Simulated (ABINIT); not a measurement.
A run of ABINIT 10.8.3 (patched build) is set up as follows.

File run.abi:

```
# Pseudopotentials
pp_dirpath "./"
pseudos "Si.LDA_PW-JTH.xml"

# Structure
acell 3*1.0 Angstrom
rprim
     0.0000000000     2.7218511865     2.7218511865
     2.7218511865     0.0000000000     2.7218511865
     2.7218511865     2.7218511865     0.0000000000
ntypat 1
znucl 14
natom 2
typat 1 1
chkprim 0
chksymtnons 0
tolsym 1.0e-6
xred
            1/2            1/2            1/2
            3/4            3/4            3/4

# Plane-wave basis
ecut 15.0
pawecutdg 30.0
ecutsm 0.5

# k points
kptopt 1
ngkpt 6 6 6
nshiftk 1
shiftk 0.0 0.0 0.0

# Exchange and correlation
ixc 7

# Bands and occupations
nband 8
occopt 3
tsmear 0.05 eV

# SCF cycle
nstep 80
tolvrs 1.0e-10

# Output
iomode 3
prteig 0
prtebands 0
prtwf 0
prtden 0

# Relaxation
ionmov 2
optcell 2
ntime 50
tolmxf 2.0e-5
dilatmx 1.08
```

Potentials or basis: JTH PAW LDA v2.0.

Command:

```bash
$ mpirun --bind-to none -np 4 abinit run.abi > log 2>&1
```

Q: Predict the space group after relaxing (to 0.05 Å).

A: Fd-3m (No. 227).

Q: What does it give for the band gap on the k mesh?

A: 0.58 eV, indirect (least direct gap 2.53 eV).

Final structure:
```xyz
2
Lattice="0.0000 2.7014 2.7014 2.7014 0.0000 2.7014 2.7014 2.7014 0.0000" Properties=species:S:1:pos:R:3 pbc="T T T"
Si    2.7014    2.7014    2.7014
Si    4.0522    4.0522    4.0522
```

A k mesh can miss the band edges.
